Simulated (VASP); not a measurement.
# BaTe (Fm-3m) in VASP: notebook

One crystal, BaTe, is run at these levels: r2SCAN; tasks: single point.

Program: VASP 6.6.1. These are calculated values, not measurements. Logs are shortened: lines on timing, memory, paths and dates and some standing lists are left out, and cuts for length are marked.

## Step 1: Starting point

Symmetry: Fm-3m, No. 225, cubic system. The conventional cell has a = 6.820 Å, b = 6.820 Å, c = 6.820 Å, α = 90.00°, β = 90.00°, γ = 90.00°. Ba (site symmetry m-3m) has 6 Te at 3.41 Å as nearest neighbours. Around Te (site symmetry m-3m) lie 6 Ba at 3.41 Å.

## Step 2: Single point, r2SCAN

The input, INCAR:

```
SYSTEM = BaTe
ADDGRID  = .FALSE.      
ALGO     = Normal         ! electronic algorithm
EDIFF    = 1E-6           ! SCF threshold, eV
ENCUT    = 350            ! plane-wave cutoff, eV
ISIF     = 2              ! what is computed and relaxed
ISMEAR   = 0              ! smearing method
LASPH    = .TRUE.         ! aspherical terms in the spheres
LCHARG   = .FALSE.        ! write CHGCAR
LMIXTAU  = .TRUE.       
LREAL    = .FALSE.        ! projectors in reciprocal space
LWAVE    = .FALSE.        ! write WAVECAR
METAGGA  = R2SCAN         ! meta-GGA
NELM     = 100            ! most SCF steps
PREC     = Accurate       ! precision mode
SIGMA    = 0.05           ! smearing width, eV
```

The input, KPOINTS:

```
k-points
0
G
  3 3 3
  0 0 0
```

The input, POSCAR:

```
BaTe
1.0
    0.0000000000      3.4100000000      3.4100000000
    3.4100000000      0.0000000000      3.4100000000
    3.4100000000      3.4100000000      0.0000000000
Ba Te
1 1
Direct
   -0.0114420000     -0.0073020000      0.0189620000
    0.5174540000      0.4974090000      0.5124580000
```

Potentials or basis: VASP PAW PBE potentials, release 64 (Ba_sv, Te).

Launch:

```bash
$ cat potpaw_PBE.64/Ba_sv/POTCAR potpaw_PBE.64/Te/POTCAR > POTCAR
$ mpirun -np 1 vasp_std > vasp.out
```

OUTCAR:

```text
SYSTEM = BaTe
   EDIFF = 1E-6
   ENCUT = 350
   ISIF = 2
   ISMEAR = 0
   LASPH = .TRUE.
   LREAL = .FALSE.
   METAGGA = R2SCAN
   NELM = 100
   PREC = Accurate

 Found     14 irreducible k-points:

 Following reciprocal coordinates:
            Coordinates               Weight
  0.000000  0.000000  0.000000      1.000000
  0.333333  0.000000  0.000000      2.000000
  0.000000  0.333333  0.000000      2.000000
  0.000000  0.000000  0.333333      2.000000
  0.333333  0.333333  0.333333      2.000000
  0.333333  0.333333  0.000000      2.000000
   k-points           NKPTS =     14   k-points in BZ     NKDIM =     14   number of bands    NBANDS=     12
   number of dos      NEDOS =    301   number of ions     NIONS =      2
   total plane-waves  NPLWV =  27000
   dimension x,y,z NGX =    30 NGY =   30 NGZ =   30
   dimension x,y,z NGXF=    60 NGYF=   60 NGZF=   60
   ions per type =               1   1
   NGX,Y,Z   is equivalent  to a cutoff of  10.34, 10.34, 10.34 a.u.
   NGXF,Y,Z  is equivalent  to a cutoff of  20.68, 20.68, 20.68 a.u.
 SYSTEM =  BaTe
   PREC   = accura    normal or accurate (medium, high low for compatibility)
   ISTART =      0    job   : 0-new  1-cont  2-samecut
   ICHARG =      2    charge: 1-file 2-atom 10-const
   ISPIN  =      1    spin polarized calculation?
   LNONCOLLINEAR =      F non collinear calculations
   LSORBIT =      F    spin-orbit coupling
   LASPH  =      T    aspherical Exc in radial PAW
   ENCUT  =  350.0 eV  25.72 Ry    5.07 a.u.   7.36  7.36  7.36*2*pi/ulx,y,z
   NELM   =    100;   NELMIN=  2; NELMDL= -5     # of ELM steps
   EDIFF  = 0.1E-05   stopping-criterion for ELM
   LREAL  =      F    real-space projection
   EDIFFG = 0.1E-04   stopping-criterion for IOM
   NSW    =      0    number of steps for IOM
   IBRION =     -1    ionic relax: 0-MD 1-quasi-New 2-CG
   NFREE  =      0    steps in history (QN), initial steepest desc. (CG)
   ISIF   =      2    stress and relaxation
   ISYM   =      2    0-nonsym 1-usesym 2-fastsym
   POTIM  = 0.5000    time-step for ionic-motion
   TEBEG  =    0.0;   TEEND  =   0.0 temperature during run
   PSTRESS=    0.0 pullay stress
   NELECT =      16.0000    total number of electrons
   NUPDOWN=      -1.0000    fix difference up-down
   EMIN   =  10.00;   EMAX   =-10.00  energy-range for DOS
   EFERMI =   0.00;   METHOD = LEGACY
   ISMEAR =     0;   SIGMA  =   0.05  broadening in eV -4-tet -1-fermi 0-gaus
   EFERMI_NEDOS =   21; number of points for ismear=-14 and -15
   IALGO  =     38    algorithm
   IMIX   =      4    mixing-type and parameters
     AMIX     =   0.40;   BMIX     =  1.00
     AMIX_MAG =   1.60;   BMIX_MAG =  1.00
  volume/ion in A,a.u.               =      39.65       267.58
  Fermi-wavevector in a.u.,A,eV,Ry     =   0.960175  1.814468 12.543704  0.921936
  Thomas-Fermi vector in A             =   2.089436
   LORBIT       =      0    0 simple, 1 ext, 2 COOP (PROOUT), +10 PAW based schemes
   METAGGA = R2SCAN    functional components
   LHFCALC =     F    Hartree Fock is set to
   AEXX    =    0.0000 exact exchange contribution
   IVDW    =     0    specifies the selected vdW correction
   LEPSILON=     F    determine dielectric tensor
   LRPA    =     F    only Hartree local field effects (RPA)
 non-spin polarized calculation
 Gauss-broadening in eV      SIGMA  =   0.05
  energy-cutoff  :      350.00
  volume of cell :       79.30
 maximum number of plane-waves:      1243
 NGX is ok and might be reduce to    30
   NGX = 15   NGY = 15   NGZ = 15

 number of electron      16.0000000 magnetization

 Free energy of the ion-electron system (eV)
  ---------------------------------------------------
  ext. energy  EPLUGINS =         0.00000000
  ---------------------------------------------------
  free energy    TOTEN  =       -55.82462884 eV

  energy without entropy =      -55.82462884  energy(sigma->0) =      -55.82462884

 E-fermi :   2.9028     XC(G=0):  -8.9561

 val. band max:        2.5849488062   @ k =   0.0000   0.0000   0.0000
 cond. band min:       4.5800646454   @ k =   0.3333   0.3333   0.0000
 fundamental gap:      1.9951158392
 Fermi energy:         2.9028390381

 k-point     1 :       0.0000    0.0000    0.0000
  band No.  band energies     occupation
      1     -25.0360      2.00000
      2      -9.7967      2.00000
      3      -9.7888      2.00000
      4      -9.7848      2.00000
      5      -7.3786      2.00000
      6       2.5771      2.00000
      7       2.5780      2.00000
      8       2.5849      2.00000
      9       5.8643      0.00000
     10       5.9104      0.00000
     11       5.9221      0.00000
     12       6.5313      0.00000

 k-point     2 :       0.3333    0.0000    0.0000
  band No.  band energies     occupation
      1     -25.0196      2.00000
      2     -10.2858      2.00000
      3      -9.7990      2.00000
      4      -9.7947      2.00000
      5      -6.5937      2.00000
      6       0.6212      2.00000
      7       1.5485      2.00000
      8       1.5544      2.00000
      9       6.4688      0.00000
     10       7.2266      0.00000
     11       7.2371      0.00000
     12       8.9064      0.00000

 k-point     3 :       0.0000    0.3333    0.0000
  band No.  band energies     occupation
      1     -25.0194      2.00000
      2     -10.2917      2.00000
      3      -9.7990      2.00000
      4      -9.7955      2.00000
      5      -6.5869      2.00000
      6       0.6208      2.00000
      7       1.5579      2.00000
      8       1.5779      2.00000
      9       6.4355      0.00000
     10       7.2122      0.00000
     11       7.2238      0.00000
     12       8.8731      0.00000

 k-point     4 :       0.0000    0.0000    0.3333
  band No.  band energies     occupation
      1     -25.0194      2.00000
      2     -10.2916      2.00000
      3      -9.7990      2.00000
      4      -9.7954      2.00000
      5      -6.5871      2.00000
      6       0.6208      2.00000
      7       1.5577      2.00000
      8       1.5773      2.00000
      9       6.4363      0.00000
     10       7.2126      0.00000
     11       7.2241      0.00000
     12       8.8739      0.00000

 k-point     5 :       0.3333    0.3333    0.3333
  band No.  band energies     occupation
      1     -25.0196      2.00000
      2     -10.2865      2.00000
      3      -9.7991      2.00000
      4      -9.7948      2.00000
      5      -6.5929      2.00000
      6       0.6211      2.00000
      7       1.5498      2.00000
      8       1.5572      2.00000
      9       6.4647      0.00000
     10       7.2241      0.00000
     11       7.2361      0.00000
     12       8.9022      0.00000

 k-point     6 :       0.3333    0.3333    0.0000
  band No.  band energies     occupation
      1     -25.0141      2.00000
      2     -10.1117      2.00000
      3      -9.8769      2.00000
      4      -9.8723      2.00000
      5      -6.9579      2.00000
      6       0.9790      2.00000
      7       2.2106      2.00000
      8       2.2285      2.00000
      9       4.5801      0.00000
     10       7.3454      0.00000
     11       7.7499      0.00000
     12       8.6319      0.00000

 [... further k-points ...]

------------------------ aborting loop because EDIFF is reached ----------------------------------------

  FORCE on cell =-STRESS in cart. coord.  units (eV):
  Direction    XX          YY          ZZ          XY          YZ          ZX
  --------------------------------------------------------------------------------------
  -------------------------------------------------------------------------------------
  Total        2.3131183      2.4500271      2.6235677      0.0027176     -0.0534211      0.0043041
  in kB       46.7321002     49.4980785     53.0041316      0.0549037     -1.0792696      0.0869571
  external PRESSURE =      49.7447701 kB  Pullay stress =       0.0000000 kB

 VOLUME and BASIS-vectors are now :
 -----------------------------------------------------------------------------
  energy-cutoff  :      350.00
  volume of cell :       79.30
      direct lattice vectors                 reciprocal lattice vectors
     0.000000000  3.410000000  3.410000000    -0.146627566  0.146627566  0.146627566
     3.410000000  0.000000000  3.410000000     0.146627566 -0.146627566  0.146627566
     3.410000000  3.410000000  0.000000000     0.146627566  0.146627566 -0.146627566

 POSITION                                       TOTAL-FORCE (eV/Angst)
 -----------------------------------------------------------------------------------
      3.44976      3.43564      6.75608        -0.016812      0.214961      0.333850
      3.44365      3.51200      3.46068         0.016812     -0.214961     -0.333850
 -----------------------------------------------------------------------------------
    total drift:                               -0.000414      0.000569     -0.000032

  FREE ENERGIE OF THE ION-ELECTRON SYSTEM (eV)
  ---------------------------------------------------
  free  energy   TOTEN  =       -55.8246288377 eV

  energy  without entropy=      -55.8246288377  energy(sigma->0) =      -55.82462884
```

It took 75 s on 1 thread of AMD EPYC 7R43 (Zen 3), shared host; peak memory 0.13 GiB.

The run converged, but some of its settings lie outside the range that counts as converged, so its numbers aren't taken as properties of the crystal.

Results:

| Quantity | Value |
| --- | --- |
| Free energy | -55.8246 eV |
| Pressure | 5.0 GPa |
| Largest force | 0.397 eV/Å |
| Band gap on the k mesh | 2.00 eV, indirect (least direct gap 2.35 eV) |

Caveat: the k mesh is coarse (spacing up to 0.53 Å⁻¹), so the values aren't converged; the PAW data sets were made with another functional, which shifts forces and pressure a little; spin-orbit coupling is left out, which moves the levels of the heavy elements; an odd mesh through Γ misses points on the zone boundary, where band edges often lie.

(Continued in part 2 of 2.)
